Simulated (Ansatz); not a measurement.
Input and output for La (omega type): DFT, PBE, all-electron LAPW, scalar-relativistic (Ansatz 0.2.0). This run: omega relaxed under pressure.

The cell comes from a relaxation on PAW files under the same functional, begun from a prototype that needn't be the stable phase.

Command: `ansatz run input.yaml --threads 1 --pin off --max-ram 3584MiB --backend cpu --events-out ev --progress --plain --runs-dir out` It took 64 s on 1 thread of Arm Neoverse V2, with other jobs on the host, peak memory 0.42 GiB.

```yaml
crystal:
  lattice:
    - [5.6095097792, 0.0, 0.0]
    - [-2.8047548896, 4.8579779716, 0.0]
    - [0.0, 0.0, 3.3388317]
  atoms:
    - { symbol: La, position: [0.0, 0.0, 0.0] }
    - { symbol: La, position: [0.3333333333, 0.6666666667, 0.5] }
    - { symbol: La, position: [0.6666666667, 0.3333333333, 0.5] }
kpoints:
  mp_grid: { grid: [7, 7, 9] }
scf:
  occupations: { method: fermi_dirac, width: 0.1 }
hamiltonian:
  xc: pbe
  pseudopotentials: { kind: all_electron, lapw: { basis_error: 0.0005 } }
output:
  forces: true
  stress: true
  eigenvalues: true
relax:
  f_tol: 0.005
  max_steps: 12
  cell: { p_target: 7.0, stress_tol: 0.03 }
```

Output:

```
The last accepted step is kept in <dir> (removed where the run ends without a failure and the disk answers)
LAPW: plane waves up to 6.885 Å⁻¹, error target 5.0e-4 eV per atom; small_component_spin mean_spin; La in spheres of 1.571 Å, 29 of its electrons in bands, Dirac shells [] (how accurate: hamiltonian.pseudopotentials.lapw.basis_error, Limitations)
Engine: ansatz 0.2.0
Pseudopotentials: kind: all_electron
Pseudopotential: La, LAPW, valence charge 29, lapw/all_electron/scalar/gaussian/La, Koelling and Harmon's equation, gaussian nucleus
Functional definition: PBE
  parameter kappa = 0.804
  parameter beta = 0.06672455060314922
  exchange = pbe_x(kappa = kappa, mu = beta*pi^2/3)
  correlation = pbe_c(beta = beta)
Crystal: 3 atoms, lattice volume = 90.986 Å³
Basis set: ecut = 180.5919116411075 eV, 511 PW (Γ), exchange–correlation at level 2
Bands: 53, of which v1, the nominal top of the filled ones, is band 44 counted from 1 (43 counted from 0)
Symmetry: 24 space group operations
Space group: P6/mmm (ITA 191), of the structure as read, at distance tolerance 4.5e-5 Å
k-points: 40 of 441
Non-local potential: La, projectors of the file, none
Initial density: superposition of atomic densities (chi_scale 0.1, normalization cell)
Initial wavefunctions: plane waves of lowest kinetic energy (no species holds an atomic orbital)
Functional: x = pbe(κ = 0.804, μ = 0.2195149727645171), c = pbe(β = 0.06672455060314922)
iter 1 solved again at ethr=1.15e-4 eV; its pass at ethr=1.00e-1 eV (dr2=9.99e-2 eV) is discarded
SCF iter   1: F=—  HF=-693324.241568 eV  |F-HF|=—  |Δ(HF+E_count)|=         —  Δρ=7.70e-3  dr2=9.95e-2  ethr=1.15e-4  ⟨swp⟩=3.6  Hψ=14167  notcnv=0
preconditioner: auto → Kerker (q_TF=auto, 2.708 Å⁻¹)  [metal: Δε(μ)=0.034 eV  Ē_g=12.595 eV  σ=0.100 eV  W_gap=0.08  n_scr=32 (ndim 8)  ℏωp=20.2 eV  f_vac=0.000  D(μ)=3.50/eV (n_scr^D=32)]
SCF iter   2: F=—  HF=-693324.195130 eV  |F-HF|=—  |Δ(HF+E_count)|=   4.64e-2  Δρ=5.01e-3  dr2=4.37e-2  ethr=1.14e-4  ⟨swp⟩=3.0  Hψ=7352  notcnv=0
SCF iter   3: F=—  HF=-693324.187161 eV  |F-HF|=—  |Δ(HF+E_count)|=   7.97e-3  Δρ=2.66e-3  dr2=1.25e-2  ethr=5.03e-5  ⟨swp⟩=2.0  Hψ=6944  notcnv=0
SCF iter   4: F=—  HF=-693324.185343 eV  |F-HF|=—  |Δ(HF+E_count)|=         —  Δρ=9.02e-4  dr2=1.48e-3  ethr=1.43e-5  ⟨swp⟩=2.8  Hψ=7012  notcnv=0
the basis was enlarged: its passes take 464.3 KiB over the memory plan, 1 of 1 planned eigensolver slots
SCF iter   5: F=—  HF=-693324.185240 eV  |F-HF|=—  |Δ(HF+E_count)|=   1.03e-4  Δρ=2.55e-4  dr2=2.37e-4  ethr=1.70e-6  ⟨swp⟩=3.0  Hψ=7132  notcnv=0
iter 6 solved again at ethr=1.64e-8 eV; its pass at ethr=2.73e-7 eV (dr2=1.43e-5 eV) is discarded
SCF iter   6: F=—  HF=-693324.185190 eV  |F-HF|=—  |Δ(HF+E_count)|=   5.07e-5  Δρ=1.03e-4  dr2=1.41e-5  ethr=1.64e-8  ⟨swp⟩=2.0  Hψ=11480  notcnv=0
SCF iter   7: F=—  HF=-693324.185196 eV  |F-HF|=—  |Δ(HF+E_count)|=   6.10e-6  Δρ=5.95e-5  dr2=1.11e-5  ethr=1.63e-8  ⟨swp⟩=3.1  Hψ=7034  notcnv=0
SCF iter   8: F=—  HF=-693324.185195 eV  |F-HF|=—  |Δ(HF+E_count)|=   5.71e-7  Δρ=1.20e-5  dr2=2.52e-7  ethr=1.28e-8  ⟨swp⟩=3.0  Hψ=6999  notcnv=0
SCF iter   9: F=-693324.185195 eV  HF=-693324.185195 eV  |F-HF|=1.98e-9  |Δ(HF+E_count)|=   3.26e-9  Δρ=3.55e-6  dr2=1.06e-8  ethr=2.90e-10  ⟨swp⟩=3.0  Hψ=7057  notcnv=0
SCF 1 converged in 9 iterations: F = -693324.185195 eV  dr2 = 1.06e-8
relax step   1: F+E_penalty+E_count = -693324.18519512 eV  Δ(F+E_penalty+E_count) = +0.000e0 eV  max|allowed force component| = 2.621e-17 eV/Å  Δτ_max = 0.0000 Å  P = +7.074 GPa  Ω = 90.986 Å³  (9 SCF iters, accepted)
Crystal: 3 atoms, lattice volume = 91.162 Å³
Basis set: ecut = 180.35984715619685 eV, 511 PW (Γ), exchange–correlation at level 2
Initial density: handed on by an earlier stage of this run
Initial wavefunctions: those handed on with the density
iter 1 solved again at ethr=7.76e-9 eV; its pass at ethr=1.00e-1 eV (dr2=6.75e-6 eV) is discarded
SCF iter   1: F=—  HF=-693324.192903 eV  |F-HF|=—  |Δ(HF+E_count)|=         —  Δρ=2.32e-5  dr2=5.88e-7  ethr=7.76e-9  ⟨swp⟩=7.2  Hψ=12471  notcnv=0
preconditioner: auto → Kerker (q_TF=auto, 2.707 Å⁻¹)  [metal: Δε(μ)=0.038 eV  Ē_g=12.560 eV  σ=0.100 eV  W_gap=0.09  n_scr=32 (ndim 8)  ℏωp=20.2 eV  f_vac=0.000  D(μ)=3.69/eV (n_scr^D=32)]
SCF iter   2: F=—  HF=-693324.192906 eV  |F-HF|=—  |Δ(HF+E_count)|=   2.89e-6  Δρ=1.73e-5  dr2=3.99e-7  ethr=6.75e-10  ⟨swp⟩=3.5  Hψ=7229  notcnv=0
SCF iter   3: F=—  HF=-693324.192906 eV  |F-HF|=—  |Δ(HF+E_count)|=   4.87e-8  Δρ=1.13e-5  dr2=1.68e-7  ethr=4.59e-10  ⟨swp⟩=2.0  Hψ=6945  notcnv=0
SCF iter   4: F=-693324.192906 eV  HF=-693324.192906 eV  |F-HF|=1.59e-8  |Δ(HF+E_count)|=   1.85e-8  Δρ=4.98e-6  dr2=4.04e-8  ethr=1.93e-10  ⟨swp⟩=2.5  Hψ=6968  notcnv=0
SCF 2 converged in 4 iterations: F = -693324.192906 eV  dr2 = 4.04e-8
relax step   2: F+E_penalty+E_count = -693324.19290557 eV  Δ(F+E_penalty+E_count) = -7.710e-3 eV  max|allowed force component| = 4.549e-17 eV/Å  Δτ_max = 0.0000 Å  P = +6.990 GPa  Ω = 91.162 Å³  (4 SCF iters, accepted)
[... lines left out ...]
preconditioner: auto → Kerker (q_TF=auto, 2.707 Å⁻¹)  [metal: Δε(μ)=0.038 eV  Ē_g=12.560 eV  σ=0.100 eV  W_gap=0.09  n_scr=32 (ndim 8)  ℏωp=20.2 eV  f_vac=0.000  D(μ)=3.68/eV (n_scr^D=32)]
SCF iter   2: F=-693324.192905 eV  HF=-693324.192905 eV  |F-HF|=3.49e-9  |Δ(HF+E_count)|=   3.24e-6  Δρ=3.60e-6  dr2=1.82e-8  ethr=4.36e-11  ⟨swp⟩=3.0  Hψ=7400  notcnv=0
SCF 3 converged in 2 iterations: F = -693324.192905 eV  dr2 = 1.82e-8
relax step   3: F+E_penalty+E_count = -693324.19290501 eV  Δ(F+E_penalty+E_count) = +5.624e-7 eV  max|allowed force component| = 4.626e-17 eV/Å  Δτ_max = 0.0000 Å  P = +6.990 GPa  Ω = 91.162 Å³  stress off target by 9.66e-3 GPa  SCF on the basis re-selected at this cell (its energy is not comparable with the rows above)  (2 SCF iters)
basis re-selected at this cell: Δ(F+E_penalty+E_count) = +5.624e-7 eV, ΔP = +0.000 GPa vs the last step (what re-selecting the basis moved, after the strain that the cell walked since its last selection, with what the two solves' SCF thresholds leave and, on support functions, any second-order correction that the steps lacked; it is no measure of the basis error at this ecutwfc). This SCF's stress stands 9.66e-3 GPa from its target on what of the cell is left free (relax.cell.stress_tol is 3.00e-2 GPa) and its largest allowed force component is 4.63e-17 eV/Å (relax.f_tol is 5.00e-3 eV/Å): within both
SCF converged after 2 iterations
Free energy (F): -693324.192905 eV
Harris-Foulkes:  -693324.192905 eV  (|F-HF|=3.49e-9)
Internal energy: -693324.064883 eV  (E = F + TS)
E sigma→0 (E₀):  -693324.128894 eV
Entropy (-TS):   -0.128022 eV (-42.674 meV/atom)
Fermi energy:    17.481637 eV
--- Per-component energies (eV) ---
  E_band       = -6892.857801
  E_kinetic    = 740494.374463
  E_xc         = -16657.442056
  E_electrostatic = -1417160.997290  (all electrons and nuclei)
  E_smearing   = -0.128022  (= −TS)
  E_closure    = 0.000000  (closes the sum)
  E_atoms      = -693310.069261  (free atoms, spherical and without spin; not in F)
  Σ components = -693324.192905   (vs F -693324.192905, Δ=0.00e0)
  Basis errors (estimates in eV, not in F): energy 2.2e-4 per atom: plane waves 2.0e-4 (1.1e-4 summed), levels above the bands 3.7e-11, relativity 9.9e-9, radial functions 1.8e-5, core shells 2.2e-10; eigenvalues (radial functions only) 8.5e-8; not estimated: angular momenta, meshes, grids; target (lapw.basis_error) 5.0e-4; muffin-tin radii La 1.572 Å
--- Forces (eV/Å), atoms counted from 1 ---
  atom   1  La     0.00000000     0.00000000     0.00000000
  atom   2  La     0.00000000     0.00000000     0.00000000
  atom   3  La    -0.00000000    -0.00000000    -0.00000000
  max |Σ_I F_I| component: 2.31e-18 eV/Å
--- Stress (GPa, compression-positive) ---
        6.990344      -0.000000       0.000000
       -0.000000       6.990344       0.000000
        0.000000       0.000000       6.990620
  P = ⅓ Tr σ = 6.9904 GPa (69.904 kbar)
--- Band table (eV; the first three rows and the last of 40) ---
  k-point 0: bands = ["-241.5830", "-241.5402", "-241.5402", "-175.1742", "-175.1742", "-175.1520", "-175.1298", "-175.1298", "-175.1257", "-175.1257", "-175.1257", "-175.1257", "-79.1651", "-79.1651", "-79.1510", "-79.1457", "-79.1457", "-79.1230", "-79.1226", "-79.1219", "-79.1219", "-79.1218", "-79.1218", "-79.1172", "-79.1172", "-79.1168", "-79.1168", "-15.2650", "-14.7902", "-14.7022", "0.4128", "0.4128", "0.8254", "0.8254", "1.8644", "2.3726", "2.3726", "2.4124", "2.4357", "14.5851", "15.6575", "17.9079", "18.2961", "18.2961", "18.4315", "18.4315", "18.4756", "19.0739", "19.4302", "19.4302", "19.6379", "19.6379", "19.6626"]
  k-point 1: bands = ["-241.5830", "-241.5402", "-241.5402", "-175.1742", "-175.1742", "-175.1520", "-175.1298", "-175.1298", "-175.1257", "-175.1257", "-175.1257", "-175.1257", "-79.1651", "-79.1651", "-79.1510", "-79.1457", "-79.1457", "-79.1229", "-79.1226", "-79.1219", "-79.1219", "-79.1218", "-79.1218", "-79.1172", "-79.1172", "-79.1168", "-79.1168", "-15.2306", "-14.7729", "-14.6772", "0.4464", "0.4464", "0.8843", "0.8843", "1.6217", "2.1662", "2.1823", "2.3594", "2.3594", "14.9373", "16.1702", "17.6847", "17.6847", "18.0854", "18.0854", "18.4107", "18.7123", "19.1065", "19.4450", "19.4450", "19.4484", "19.4484", "19.6968"]
  k-point 2: bands = ["-241.5830", "-241.5402", "-241.5402", "-175.1742", "-175.1742", "-175.1520", "-175.1298", "-175.1298", "-175.1257", "-175.1257", "-175.1257", "-175.1257", "-79.1651", "-79.1651", "-79.1508", "-79.1458", "-79.1458", "-79.1228", "-79.1224", "-79.1220", "-79.1220", "-79.1218", "-79.1218", "-79.1172", "-79.1172", "-79.1168", "-79.1168", "-15.1397", "-14.7309", "-14.6129", "0.5334", "0.5334", "1.0478", "1.0478", "1.0612", "1.5365", "1.6399", "2.3123", "2.3123", "15.7331", "16.6263", "16.6263", "17.3681", "17.3681", "17.4551", "19.1728", "19.1925", "19.1925", "19.1946", "19.3782", "19.5267", "19.5267", "19.5527"]
  k-point 39: bands = ["-241.5830", "-241.5402", "-241.5402", "-175.1742", "-175.1742", "-175.1520", "-175.1298", "-175.1298", "-175.1257", "-175.1257", "-175.1257", "-175.1257", "-79.1651", "-79.1651", "-79.1505", "-79.1458", "-79.1458", "-79.1223", "-79.1222", "-79.1220", "-79.1220", "-79.1220", "-79.1219", "-79.1173", "-79.1171", "-79.1169", "-79.1167", "-14.7631", "-14.6789", "-14.6685", "-0.0355", "0.2236", "0.3852", "1.0257", "1.1948", "1.5537", "1.6507", "1.7424", "2.3691", "15.0940", "16.4638", "16.8072", "17.1178", "17.3103", "17.6108", "17.9739", "18.1373", "18.6825", "18.8642", "19.0498", "19.2812", "19.6721", "19.7382"]
--- Relaxed structure (2 steps of the walk, 2 accepted, 1 SCFs on fresh bases) ---
  F+E_penalty+E_count = -693324.19290501 eV   max|allowed force component| = 4.626e-17 eV/Å   (the final SCF, on the basis selected at the relaxed cell)
  cell:  # Å, volume = 91.1617 Å³
    - [5.613294490061879, 0.0, 3.0025050636788325e-35]
    - [-2.8066472450309394, 4.861255627316803, 1.9657416816769606e-35]
    - [3.574237136783959e-35, 2.3828247578559725e-35, 3.3407682355465806]
  atoms:
    - { symbol: La, position: [-1.5672210864875937e-35, -8.259308861172006e-37, 1.6022986127379988e-36] }
    - { symbol: La, position: [0.33333333333333337, 0.6666666666666667, 0.5] }
    - { symbol: La, position: [0.6666666666666667, 0.33333333333333337, 0.5] }
```

Next run (beta tin relaxed under pressure), as changes to the input before:

```diff
   lattice:
-    - [5.6095097792, 0.0, 0.0]
-    - [-2.8047548896, 4.8579779716, 0.0]
-    - [0.0, 0.0, 3.3388317]
+    - [-2.8916570926, 2.8916570926, 1.7649251733]
+    - [2.8916570926, -2.8916570926, 1.7649251733]
+    - [2.8916570926, 2.8916570926, -1.7649251733]
   atoms:
-    - { symbol: La, position: [0.0, 0.0, 0.0] }
-    - { symbol: La, position: [0.3333333333, 0.6666666667, 0.5] }
-    - { symbol: La, position: [0.6666666667, 0.3333333333, 0.5] }
+    - { symbol: La, position: [-0.375, -0.125, -0.25] }
+    - { symbol: La, position: [0.375, 0.125, 0.25] }
 kpoints:
-  mp_grid: { grid: [7, 7, 9] }
+  mp_grid: { grid: [13, 13, 13] }
 scf:
```

Results part of the output:

```
basis re-selected at this cell: Δ(F+E_penalty+E_count) = +3.416e-7 eV, ΔP = -0.000 GPa vs the last step (what re-selecting the basis moved, after the strain that the cell walked since its last selection, with what the two solves' SCF thresholds leave and, on support functions, any second-order correction that the steps lacked; it is no measure of the basis error at this ecutwfc). This SCF's stress stands 2.63e-2 GPa from its target on what of the cell is left free (relax.cell.stress_tol is 3.00e-2 GPa) and its largest allowed force component is 4.16e-17 eV/Å (relax.f_tol is 5.00e-3 eV/Å): within both
SCF converged after 2 iterations
Free energy (F): -462215.690794 eV
Harris-Foulkes:  -462215.690794 eV  (|F-HF|=5.76e-9)
Internal energy: -462215.601157 eV  (E = F + TS)
E sigma→0 (E₀):  -462215.645976 eV
Entropy (-TS):   -0.089637 eV (-44.818 meV/atom)
Fermi energy:    17.852991 eV
--- Per-component energies (eV) ---
  E_band       = -4570.365265
  E_kinetic    = 493660.992696
  E_xc         = -11106.720950
  E_electrostatic = -944769.872903  (all electrons and nuclei)
  E_smearing   = -0.089637  (= −TS)
  E_closure    = 0.000000  (closes the sum)
  E_atoms      = -462206.712841  (free atoms, spherical and without spin; not in F)
  Σ components = -462215.690794   (vs F -462215.690794, Δ=0.00e0)
[... lines left out ...]
        0.000000       6.986745       0.000000
        0.000000       0.000000       6.973663
  P = ⅓ Tr σ = 6.9824 GPa (69.824 kbar)
--- Band table (eV; the first three rows and the last of 196) ---
  k-point 0: bands = ["-241.0383", "-241.0383", "-174.6529", "-174.6529", "-174.6204", "-174.6204", "-174.6203", "-174.6203", "-78.6494", "-78.6488", "-78.6401", "-78.6401", "-78.6397", "-78.6397", "-78.6295", "-78.6255", "-78.6215", "-78.6204", "-15.1593", "-13.9264", "0.2130", "0.2130", "2.3330", "2.4113", "3.0316", "3.0316", "14.7764", "15.2037", "17.2870", "17.5691", "18.5499", "19.0866", "19.0866", "19.1168", "19.1168"]
  k-point 1: bands = ["-241.0383", "-241.0383", "-174.6529", "-174.6529", "-174.6204", "-174.6204", "-174.6203", "-174.6203", "-78.6494", "-78.6488", "-78.6401", "-78.6401", "-78.6397", "-78.6397", "-78.6294", "-78.6256", "-78.6215", "-78.6204", "-15.1428", "-13.9459", "0.2383", "0.2415", "2.2890", "2.4183", "2.9705", "3.0269", "14.8655", "15.3083", "17.3265", "17.5012", "18.4164", "19.1452", "19.1470", "19.1850", "19.2083"]
  k-point 2: bands = ["-241.0383", "-241.0383", "-174.6529", "-174.6529", "-174.6204", "-174.6204", "-174.6203", "-174.6203", "-78.6494", "-78.6488", "-78.6401", "-78.6400", "-78.6398", "-78.6397", "-78.6293", "-78.6258", "-78.6214", "-78.6205", "-15.0941", "-14.0031", "0.3132", "0.3267", "2.1665", "2.4394", "2.7965", "3.0081", "15.1260", "15.5976", "17.3450", "17.4542", "18.1995", "19.2300", "19.2938", "19.3416", "19.4070"]
  k-point 195: bands = ["-241.0383", "-241.0383", "-174.6529", "-174.6529", "-174.6204", "-174.6204", "-174.6203", "-174.6203", "-78.6491", "-78.6491", "-78.6401", "-78.6401", "-78.6397", "-78.6397", "-78.6275", "-78.6275", "-78.6210", "-78.6210", "-14.5474", "-14.5293", "-0.4268", "-0.3964", "2.3181", "2.3320", "3.4539", "3.4931", "16.7503", "16.8135", "18.7039", "18.7377", "18.8679", "18.9229", "19.6373", "19.6619", "19.9609"]
--- Relaxed structure (2 steps of the walk, 2 accepted, 1 SCFs on fresh bases) ---
  F+E_penalty+E_count = -462215.69079419 eV   max|allowed force component| = 4.163e-17 eV/Å   (the final SCF, on the basis selected at the relaxed cell)
  cell:  # Å, volume = 59.0937 Å³
    - [-2.892764315957964, 2.892764315957964, 1.7654488227764762]
    - [2.892764315957964, -2.892764315957964, 1.7654488227764762]
    - [2.892764315957964, 2.892764315957964, -1.7654488227764762]
  atoms:
    - { symbol: La, position: [-0.375, -0.125, -0.24999999999999997] }
    - { symbol: La, position: [0.375, 0.125, 0.24999999999999997] }
```

Spin–orbit coupling is left out, which matters for the heavy atoms.
